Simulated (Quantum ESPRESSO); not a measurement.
A calculation with Quantum ESPRESSO 7.5 of Rh (native input, structure typed inline):

Contents of pw.in:

```
&CONTROL
  calculation = 'vc-relax'
  prefix = 'pwscf'
  outdir = './tmp'
  pseudo_dir = './pseudo'
  tprnfor = .true.
  tstress = .true.
  disk_io = 'low'
  nstep = 40
  forc_conv_thr = 0.0004
  etot_conv_thr = 1d-05
/
&SYSTEM
  ibrav = 0
  nat = 2
  ntyp = 1
  ecutwfc = 45
  ecutrho = 360
  nbnd = 22
  occupations = 'smearing'
  smearing = 'fd'
  degauss = 0.00367493
/
&ELECTRONS
  conv_thr = 4d-10
  electron_maxstep = 120
  mixing_beta = 0.5
/
&IONS
  ion_dynamics = 'bfgs'
/
&CELL
  cell_dynamics = 'bfgs'
  press = 0
  press_conv_thr = 0.3
/
ATOMIC_SPECIES
Rh   102.9055 rh_pbesol_v1.4.uspp.F.UPF
CELL_PARAMETERS angstrom
   2.7309790422    0.0000000000    0.0000000000
  -1.3654895211    2.3650972278    0.0000000000
   0.0000000000    0.0000000000    4.4284890000
ATOMIC_POSITIONS angstrom
Rh    -0.0000000001    1.5767314853    1.1071222500
Rh     1.3654895212    0.7883657425    3.3213667500
K_POINTS automatic
11 11 6 0 0 0
```

Potentials or basis: GBRV 1.5 PBEsol.

The run is started by

```bash
$ OMP_NUM_THREADS=1 mpirun -n 2 pw.x -nk 2 -in pw.in > pw.out
```

This isn't the form of Rh at room conditions, which is fcc.

**Question.** Write the same calculation in another form: ASE script, structure from a P1 CIF.

**Answer.** As run:

The input run.py:

```python
import numpy as np
from ase.calculators.espresso import Espresso, EspressoProfile
from ase.io import read

atoms = read('Rh.cif')

input_data = {
    'control': {'calculation': 'scf', 'prefix': 'pwscf', 'outdir': './tmp', 'tprnfor': True, 'tstress': True, 'disk_io': 'low'},
    'system': {'ecutwfc': 45.0, 'ecutrho': 360.0, 'nbnd': 22, 'occupations': 'smearing', 'smearing': 'fd', 'degauss': 0.00367493},
    'electrons': {'conv_thr': 4e-10, 'electron_maxstep': 120, 'mixing_beta': 0.5},
}
pseudopotentials = {'Rh': 'rh_pbesol_v1.4.uspp.F.UPF'}
profile = EspressoProfile(command='mpirun -n 2 pw.x -nk 2', pseudo_dir='pseudo')
dft = Espresso(profile=profile, input_data=input_data, pseudopotentials=pseudopotentials, kpts=(11, 11, 6), koffset=(0, 0, 0))
atoms.calc = dft

from ase.optimize import LBFGS
from ase.filters import FrechetCellFilter
done = LBFGS(FrechetCellFilter(atoms), trajectory='opt.traj').run(fmax=0.02, steps=30)
print('converged', done)
print('cell (A)', np.round(atoms.cell.cellpar(), 5))
print(f'energy {atoms.get_potential_energy():.8f} eV')
print('forces (eV/A)')
print(np.round(atoms.get_forces(), 6))
print('stress (eV/A^3, Voigt)')
print(np.round(atoms.get_stress(), 8))
print(f'Fermi level {dft.get_fermi_level():.4f} eV')
```

Rh.cif

```cif
data_Rh
_cell_length_a 2.73097904
_cell_length_b 2.73097904
_cell_length_c 4.42848900
_cell_angle_alpha 90.00000000
_cell_angle_beta 90.00000000
_cell_angle_gamma 120.00000000
_space_group_name_H-M_alt 'P1'
_space_group_name_Hall 'P 1'
_space_group_IT_number 1
loop_
_space_group_symop_operation_xyz
'x,y,z'
loop_
_atom_site_label
_atom_site_type_symbol
_atom_site_symmetry_multiplicity
_atom_site_Wyckoff_symbol
_atom_site_fract_x
_atom_site_fract_y
_atom_site_fract_z
_atom_site_occupancy
Rh1 Rh 1 a 0.3333333333 0.6666666667 0.2500000000 1
Rh2 Rh 1 a 0.6666666667 0.3333333333 0.7500000000 1
```

Potentials or basis: GBRV 1.5 PBEsol.

Run with:

```console
$ OMP_NUM_THREADS=1 python run.py
```

Both were run:

|  | native input, structure typed inline | ASE script, structure from a P1 CIF |
| --- | --- | --- |
| Relaxed volume | 13.59 Å³/atom | 13.59 Å³/atom |
| Relaxed cell | a = 2.688 Å, b = 2.688 Å, c = 4.344 Å, α = 90.00°, β = 90.00°, γ = 120.00° | a = 2.687 Å, b = 2.687 Å, c = 4.346 Å, α = 90.00°, β = 90.00°, γ = 120.00° |
| Space group after relaxing (to 0.05 Å) | P6_3/mmc (No. 194) | P6_3/mmc (No. 194) |
| Ionic steps | 5 | 5 |
| Pressure after relaxing | 0.0 GPa | 0.0 GPa |
| Band gap on the k mesh | none (metal or under the smearing width) | none (metal or under the smearing width) |

Keys that steer only the numerical path or the files written may differ.
